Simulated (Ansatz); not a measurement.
# SnSe2 (P-3m1) in Ansatz: a series of runs

The runs below take SnSe2 through single point, equation of state, with PBEsol.

All numbers are computed with Ansatz 0.2.0; they aren't measurements. Logs are shortened: lines on timing, memory, paths and dates and some standing lists are left out, and cuts for length are marked.

## Step 1: Starting point

Symmetry: P-3m1, No. 164, trigonal system. The conventional cell has a = 3.811 Å, b = 3.811 Å, c = 6.136 Å, α = 90.00°, β = 90.00°, γ = 120.00°. Sn (site symmetry -3m) has 6 Se at 2.68 Å as nearest neighbours. Se (site symmetry 3m) is surrounded by 3 Sn at 2.68 Å.

## Step 2: Single point, PBEsol, 24.18 Å³/atom (volume scaled by 0.94)

input.yaml reads:

```yaml
crystal:
  lattice:
    - [3.7332026603, 0.0, 0.0]
    - [-1.8666013302, 3.2330483413, 0.0]
    - [0.0, 0.0, 6.0107403631]
  atoms:
    - { symbol: Sn, position: [0.0, 0.0, 0.0] }
    - { symbol: Se, position: [0.6666666667, 0.3333333333, 0.751] }
    - { symbol: Se, position: [0.3333333333, 0.6666666667, 0.249] }
kpoints:
  mp_grid: { grid: [8, 8, 5] }
scf:
  occupations: { method: fermi_dirac, width: 0.05 }
hamiltonian:
  xc: pbesol
  pseudopotentials: { kind: all_electron, lapw: { basis_error: 0.002 } }
output:
  forces: true
  stress: true
  eigenvalues: true
```

Potentials or basis: all-electron LAPW, scalar-relativistic.

Started as:

```sh
$ ansatz run input.yaml --threads 2 --pin off --max-ram 6144MiB --backend cpu --events-out ev --progress --plain --runs-dir out
```

The program printed:

```text
Warning: RAYON_NUM_THREADS=2 ignored (pool sized by the plan → 2); use --threads N
LAPW: plane waves up to 8.147 Å⁻¹, error target 2.0e-3 eV per atom; small_component_spin mean_spin; Se in spheres of 1.259 Å, 24 of its electrons in bands, Dirac shells []; Sn in spheres of 1.365 Å, 22 of its electrons in bands, Dirac shells [] (how accurate: hamiltonian.pseudopotentials.lapw.basis_error, Limitations)
Engine: ansatz 0.2.0, aarch64-unknown-linux-gnu
Pseudopotentials: kind: all_electron
Pseudopotential: Sn, LAPW, valence charge 22, lapw/all_electron/scalar/gaussian/Sn, Koelling and Harmon's equation, gaussian nucleus
Pseudopotential: Se, LAPW, valence charge 24, lapw/all_electron/scalar/gaussian/Se, Koelling and Harmon's equation, gaussian nucleus
Functional definition: PBEsol
  exchange = pbesol_x
  correlation = pbesol_c
Crystal: 3 atoms, lattice volume = 72.547 Å³
Basis set: ecut = 252.86953170193487 eV, 663 PW (Γ), exchange–correlation at level 2
Bands: 42, of which v1, the nominal top of the filled ones, is band 35 counted from 1 (34 counted from 0)
Symmetry: 12 space group operations
Space group: P-3m1 (ITA 164), of the structure as read, at distance tolerance 4.2e-5 Å
k-points: 40 of 320
Non-local potential: Sn, projectors of the file, none
Non-local potential: Se, projectors of the file, none
Initial density: superposition of atomic densities (chi_scale 0.1, normalization cell, long waves kept (reshape's long-wave potential 0.14 eV rms))
Initial wavefunctions: plane waves of lowest kinetic energy (no species holds an atomic orbital)
Functional: x = pbesol(κ = 0.804, μ = 0.12345679012345678), c = pbesol(β = 0.046)
iter 1 solved again at ethr=1.08e-3 eV; its pass at ethr=1.00e-1 eV (dr2=7.53e-1 eV) is discarded
SCF iter   1: F=—  HF=-300177.775295 eV  |F-HF|=—  |Δ(HF+E_count)|=         —  Δρ=2.70e-2  dr2=7.53e-1  ethr=1.08e-3  ⟨swp⟩=2.0  Hψ=10759  notcnv=0
preconditioner: auto → Resta (q_TF=auto, 2.712 Å⁻¹)  ε∞=2.6  [insulator: Δε(μ)=1.182 eV  Ē_g=17.359 eV  σ=0.050 eV  W_gap=1.00  n_scr=22 (ndim 8)  ℏωp=22.2 eV  f_vac=0.130  D(μ)=0.00/eV (n_scr^D=0)  ε∞_Penn≈2.6]
SCF iter   2: F=—  HF=-300177.522574 eV  |F-HF|=—  |Δ(HF+E_count)|=   2.53e-1  Δρ=1.27e-2  dr2=1.41e-1  ethr=1.08e-3  ⟨swp⟩=2.0  Hψ=5161  notcnv=0
SCF iter   3: F=—  HF=-300177.494390 eV  |F-HF|=—  |Δ(HF+E_count)|=   2.82e-2  Δρ=5.38e-3  dr2=2.63e-2  ethr=2.01e-4  ⟨swp⟩=2.0  Hψ=5087  notcnv=0
iter 4 solved again at ethr=1.69e-6 eV; its pass at ethr=3.76e-5 eV (dr2=1.19e-3 eV) is discarded
SCF iter   4: F=—  HF=-300177.491714 eV  |F-HF|=—  |Δ(HF+E_count)|=         —  Δρ=1.12e-3  dr2=1.19e-3  ethr=1.69e-6  ⟨swp⟩=2.0  Hψ=8327  notcnv=0
the basis was enlarged: its passes take 54.1 KiB over the memory plan, 2 of 2 planned eigensolver slots
SCF iter   5: F=—  HF=-300177.491748 eV  |F-HF|=—  |Δ(HF+E_count)|=   3.43e-5  Δρ=2.77e-4  dr2=8.23e-5  ethr=1.69e-6  ⟨swp⟩=2.1  Hψ=4885  notcnv=0
SCF iter   6: F=—  HF=-300177.491764 eV  |F-HF|=—  |Δ(HF+E_count)|=   1.61e-5  Δρ=1.12e-4  dr2=9.01e-6  ethr=1.18e-7  ⟨swp⟩=3.0  Hψ=4938  notcnv=0
SCF iter   7: F=—  HF=-300177.491772 eV  |F-HF|=—  |Δ(HF+E_count)|=   7.58e-6  Δρ=4.74e-5  dr2=1.93e-6  ethr=1.29e-8  ⟨swp⟩=3.0  Hψ=5033  notcnv=0
SCF iter   8: F=—  HF=-300177.491775 eV  |F-HF|=—  |Δ(HF+E_count)|=   3.16e-6  Δρ=1.11e-5  dr2=1.40e-7  ethr=2.76e-9  ⟨swp⟩=3.0  Hψ=5139  notcnv=0
SCF iter   9: F=-300177.491775 eV  HF=-300177.491775 eV  |F-HF|=2.62e-9  |Δ(HF+E_count)|=   3.22e-7  Δρ=2.77e-6  dr2=8.70e-9  ethr=2.00e-10  ⟨swp⟩=3.0  Hψ=5191  notcnv=0
SCF 1 converged in 9 iterations: F = -300177.491775 eV  dr2 = 8.70e-9
SCF converged after 9 iterations
Free energy (F): -300177.491775 eV
Harris-Foulkes:  -300177.491775 eV  (|F-HF|=2.62e-9)
Internal energy: -300177.491758 eV  (E = F + TS)
E sigma→0 (E₀):  -300177.491767 eV
Entropy (-TS):   -0.000017 eV (-0.006 meV/atom)
Fermi energy:    10.861243 eV
--- Per-component energies (eV) ---
  E_band       = -3858.275083
  E_kinetic    = 311982.426896
  E_xc         = -9125.617677
  E_electrostatic = -603034.300977  (all electrons and nuclei)
  E_smearing   = -0.000017  (= −TS)
  E_closure    = 0.000000  (closes the sum)
  E_atoms      = -300164.731621  (free atoms, spherical and without spin; not in F)
  Σ components = -300177.491775   (vs F -300177.491775, Δ=0.00e0)
  Basis errors (estimates in eV, not in F): energy 8.8e-4 per atom: plane waves 7.9e-4 (4.6e-4 summed), levels above the bands 2.0e-75, relativity 9.0e-8, radial functions 8.8e-5, core shells 9.5e-8; eigenvalues (radial functions only) 1.5e-6; not estimated: angular momenta, meshes, grids; target (lapw.basis_error) 2.0e-3; muffin-tin radii Se 1.259 Å, Sn 1.365 Å
--- Forces (eV/Å), atoms counted from 1 ---
  atom   1  Sn     0.00000000     0.00000000     0.00000000
  atom   2  Se    -0.00000000    -0.00000000    -1.27133769
  atom   3  Se     0.00000000     0.00000000     1.27133769
  max |Σ_I F_I| component: 1.16e-18 eV/Å
--- Stress (GPa, compression-positive) ---
        7.398068       0.000000       0.000000
        0.000000       7.398068       0.000000
        0.000000       0.000000       9.062713
  P = ⅓ Tr σ = 7.9529 GPa (79.529 kbar)
--- Band table (eV; the first three rows and the last of 40) ---
  k-point 0: bands = ["-196.3401", "-196.3401", "-136.0206", "-136.0206", "-136.0206", "-136.0206", "-135.9760", "-135.9760", "-118.5921", "-74.4397", "-74.4397", "-74.4343", "-36.4691", "-36.4691", "-36.4691", "-36.4691", "-36.4364", "-36.4364", "-36.4355", "-36.4355", "-36.4226", "-36.4223", "-10.8617", "-10.8617", "-10.8078", "-10.7881", "-10.7881", "-4.0832", "-2.0499", "4.1270", "9.6645", "9.6645", "10.0105", "10.0105", "10.4480", "11.7458", "13.3072", "15.1403", "15.1403", "18.5455", "19.4032", "19.4032"]
  k-point 1: bands = ["-196.3401", "-196.3401", "-136.0206", "-136.0206", "-136.0206", "-136.0206", "-135.9760", "-135.9760", "-118.5921", "-74.4397", "-74.4397", "-74.4343", "-36.4691", "-36.4691", "-36.4691", "-36.4691", "-36.4363", "-36.4363", "-36.4356", "-36.4356", "-36.4226", "-36.4224", "-10.8617", "-10.8617", "-10.8077", "-10.7881", "-10.7881", "-4.0263", "-2.1822", "4.4571", "9.5008", "9.6237", "9.6237", "10.0764", "10.0764", "12.4282", "13.3330", "15.0296", "15.0296", "18.7809", "19.1421", "19.1421"]
  k-point 2: bands = ["-196.3401", "-196.3401", "-136.0206", "-136.0206", "-136.0206", "-136.0206", "-135.9760", "-135.9760", "-118.5921", "-74.4397", "-74.4397", "-74.4343", "-36.4691", "-36.4691", "-36.4691", "-36.4691", "-36.4361", "-36.4361", "-36.4357", "-36.4357", "-36.4226", "-36.4224", "-10.8617", "-10.8617", "-10.8076", "-10.7882", "-10.7882", "-3.9187", "-2.4037", "5.1317", "8.3343", "9.5756", "9.5756", "10.1662", "10.1662", "13.0411", "13.3498", "14.8603", "14.8603", "18.7051", "18.8304", "18.8304"]
  k-point 39: bands = ["-196.3401", "-196.3401", "-136.0206", "-136.0206", "-136.0206", "-136.0206", "-135.9760", "-135.9760", "-118.5921", "-74.4400", "-74.4399", "-74.4343", "-36.4688", "-36.4687", "-36.4685", "-36.4684", "-36.4363", "-36.4361", "-36.4361", "-36.4358", "-36.4220", "-36.4220", "-10.9108", "-10.8730", "-10.7965", "-10.7752", "-10.7623", "-1.7779", "-1.5368", "2.6847", "5.6460", "6.0204", "6.7940", "9.6953", "10.0030", "12.9081", "15.2812", "15.5053", "16.8789", "17.7528", "18.7853", "20.1680"]
```

It took 17 s on 2 threads of Arm Neoverse V1, shared host; peak memory 0.42 GiB.

What came out:

| Item | Value |
| --- | --- |
| Free energy | -300177.4918 eV |
| Pressure | 8.0 GPa |
| Largest force | 1.271 eV/Å |
| Band gap on the k mesh | 0.81 eV, indirect (least direct gap 1.30 eV) |

Caveat: spin-orbit coupling is left out, which moves the levels of the heavy elements; an odd mesh through Γ misses points on the zone boundary, where band edges often lie; this functional lacks dispersion, which binds the layers, so the pressure and a relaxed spacing across them are unreliable; forces of over 1 eV/Å show positions far from the minimum, so gaps and moduli don't describe the material at rest.

## Step 3: Single point, PBEsol, 24.70 Å³/atom (volume scaled by 0.96)

input.yaml: that of step 2 with these lines changed.

```diff
@@ -2,5 +2,5 @@
   lattice:
-    - [3.7332026603, 0.0, 0.0]
-    - [-1.8666013302, 3.2330483413, 0.0]
-    - [0.0, 0.0, 6.0107403631]
+    - [3.7594936861, 0.0, 0.0]
+    - [-1.8797468431, 3.2558170375, 0.0]
+    - [0.0, 0.0, 6.0530709152]
   atoms:
```

Potentials or basis: all-electron LAPW, scalar-relativistic.

Started as:

```sh
$ ansatz run input.yaml --threads 2 --pin off --max-ram 6144MiB --backend cpu --events-out ev --progress --plain --runs-dir out
```

It took 16 s on 2 threads of Arm Neoverse V1, shared host; peak memory 0.41 GiB.

Results (log left out):

```yaml
Free_energy: -300177.5584 eV
Pressure: 5.9 GPa
Largest_force: 1.029 eV/Å
Band_gap_on_the_k_mesh: 0.79 eV, indirect (least direct gap 1.19 eV)
```

Caveat: spin-orbit coupling is left out, which moves the levels of the heavy elements; an odd mesh through Γ misses points on the zone boundary, where band edges often lie; this functional lacks dispersion, which binds the layers, so the pressure and a relaxed spacing across them are unreliable; forces of over 1 eV/Å show positions far from the minimum, so gaps and moduli don't describe the material at rest.

## Step 4: Single point, PBEsol, 25.21 Å³/atom (volume scaled by 0.98)

input.yaml: that of step 3 with these lines changed.

```diff
@@ -2,5 +2,5 @@
   lattice:
-    - [3.7594936861, 0.0, 0.0]
-    - [-1.8797468431, 3.2558170375, 0.0]
-    - [0.0, 0.0, 6.0530709152]
+    - [3.7854220481, 0.0, 0.0]
+    - [-1.8927110241, 3.2782716577, 0.0]
+    - [0.0, 0.0, 6.0948175511]
   atoms:
```

Started as:

```sh
$ ansatz run input.yaml --threads 2 --pin off --max-ram 6144MiB --backend cpu --events-out ev --progress --plain --runs-dir out
```

It took 16 s on 2 threads of Arm Neoverse V1, shared host; peak memory 0.42 GiB.

It converged, with:

| Property | Result |
| --- | --- |
| Free energy | -300177.6066 eV |
| Pressure | 4.1 GPa |
| Largest force | 0.805 eV/Å |
| Band gap on the k mesh | 0.77 eV, indirect (least direct gap 1.10 eV) |

Caveat: spin-orbit coupling is left out, which moves the levels of the heavy elements; an odd mesh through Γ misses points on the zone boundary, where band edges often lie; this functional lacks dispersion, which binds the layers, so the pressure and a relaxed spacing across them are unreliable.

## Step 5: Single point, PBEsol, 25.73 Å³/atom

input.yaml: that of step 4 with these lines changed.

```diff
@@ -2,5 +2,5 @@
   lattice:
-    - [3.7854220481, 0.0, 0.0]
-    - [-1.8927110241, 3.2782716577, 0.0]
-    - [0.0, 0.0, 6.0948175511]
+    - [3.811, 0.0, 0.0]
+    - [-1.9055, 3.3004228138, 0.0]
+    - [0.0, 0.0, 6.136]
   atoms:
```

Started as:

```sh
$ ansatz run input.yaml --threads 2 --pin off --max-ram 6144MiB --backend cpu --events-out ev --progress --plain --runs-dir out
```

Wall time 17 s (2 threads of Arm Neoverse V1, shared host); peak memory 0.41 GiB.

Results (log left out):

| Item | Value |
| --- | --- |
| Free energy | -300177.6383 eV |
| Pressure | 2.5 GPa |
| Largest force | 0.598 eV/Å |
| Band gap on the k mesh | 0.74 eV, indirect (least direct gap 1.01 eV) |

Caveat: spin-orbit coupling is left out, which moves the levels of the heavy elements; an odd mesh through Γ misses points on the zone boundary, where band edges often lie; this functional lacks dispersion, which binds the layers, so the pressure and a relaxed spacing across them are unreliable.

## Step 6: Single point, PBEsol, 26.24 Å³/atom (volume scaled by 1.02)

input.yaml: that of step 5 with these lines changed.

```diff
@@ -2,5 +2,5 @@
   lattice:
-    - [3.811, 0.0, 0.0]
-    - [-1.9055, 3.3004228138, 0.0]
-    - [0.0, 0.0, 6.136]
+    - [3.8362391461, 0.0, 0.0]
+    - [-1.9181195731, 3.3222805555, 0.0]
+    - [0.0, 0.0, 6.1766369459]
   atoms:
```

Potentials or basis: all-electron LAPW, scalar-relativistic.

Started as:

```sh
$ ansatz run input.yaml --threads 2 --pin off --max-ram 6144MiB --backend cpu --events-out ev --progress --plain --runs-dir out
```

It took 16 s on 2 threads of Arm Neoverse V1, shared host; peak memory 0.41 GiB.

It converged, with:

```
Free energy            : -300177.6553 eV
Pressure               : 1.1 GPa
Largest force          : 0.408 eV/Å
Band gap on the k mesh : 0.72 eV, indirect (least direct gap 0.93 eV)
```

Caveat: spin-orbit coupling is left out, which moves the levels of the heavy elements; an odd mesh through Γ misses points on the zone boundary, where band edges often lie; this functional lacks dispersion, which binds the layers, so the pressure and a relaxed spacing across them are unreliable.

## Step 7: Single point, PBEsol, 26.76 Å³/atom (volume scaled by 1.04)

input.yaml: that of step 6 with these lines changed.

```diff
@@ -2,5 +2,5 @@
   lattice:
-    - [3.8362391461, 0.0, 0.0]
-    - [-1.9181195731, 3.3222805555, 0.0]
-    - [0.0, 0.0, 6.1766369459]
+    - [3.861150488, 0.0, 0.0]
+    - [-1.930575244, 3.3438544104, 0.0]
+    - [0.0, 0.0, 6.2167461018]
   atoms:
```

Started as:

```sh
$ ansatz run input.yaml --threads 2 --pin off --max-ram 6144MiB --backend cpu --events-out ev --progress --plain --runs-dir out
```

Wall time 16 s (2 threads of Arm Neoverse V1, shared host); peak memory 0.41 GiB.

The run converged. Its results:

```
Free energy            : -300177.6592 eV
Pressure               : -0.2 GPa
Largest force          : 0.232 eV/Å
Band gap on the k mesh : 0.69 eV, indirect (least direct gap 0.85 eV)
```

Caveat: spin-orbit coupling is left out, which moves the levels of the heavy elements; an odd mesh through Γ misses points on the zone boundary, where band edges often lie; this functional lacks dispersion, which binds the layers, so the pressure and a relaxed spacing across them are unreliable.

## Step 8: Single point, PBEsol, 27.27 Å³/atom (volume scaled by 1.06)

input.yaml: that of step 7 with these lines changed.

```diff
@@ -2,5 +2,5 @@
   lattice:
-    - [3.861150488, 0.0, 0.0]
-    - [-1.930575244, 3.3438544104, 0.0]
-    - [0.0, 0.0, 6.2167461018]
+    - [3.8857444663, 0.0, 0.0]
+    - [-1.9428722331, 3.3651534204, 0.0]
+    - [0.0, 0.0, 6.2563442784]
   atoms:
```

Started as:

```sh
$ ansatz run input.yaml --threads 2 --pin off --max-ram 6144MiB --backend cpu --events-out ev --progress --plain --runs-dir out
```

It took 16 s on 2 threads of Arm Neoverse V1, shared host; peak memory 0.41 GiB.

Results (log left out):

- Free energy: -300177.6512 eV
- Pressure: -1.4 GPa
- Largest force: 0.069 eV/Å
- Band gap on the k mesh: 0.66 eV, indirect (least direct gap 0.79 eV)

Caveat: spin-orbit coupling is left out, which moves the levels of the heavy elements; an odd mesh through Γ misses points on the zone boundary, where band edges often lie; this functional lacks dispersion, which binds the layers, so the pressure and a relaxed spacing across them are unreliable.

## Step 9: Equation of state, PBEsol

Potentials or basis: all-electron LAPW, scalar-relativistic.

This step only gathers the single runs of the series.

Results:

| Item | Value |
| --- | --- |
| Equilibrium volume | 26.66 Å³/atom |
| Bulk modulus at fixed shape and positions | 65 GPa |
| Pressure derivative of the bulk modulus | 4.7 |

Energy against volume, from the lowest point:
```tsv
volume (Å³/atom)	energy (meV/atom)
24.182	55.79
24.697	33.58
25.212	17.51
25.726	6.94
26.241	1.27
26.755	0.00
27.270	2.67
```

Caveat: the cell was scaled at fixed shape and fractional positions, which overstates the stiffness of a crystal with free parameters, most of all of layers and chains; this functional lacks dispersion, which binds the layers, so the pressure and a relaxed spacing across them are unreliable.
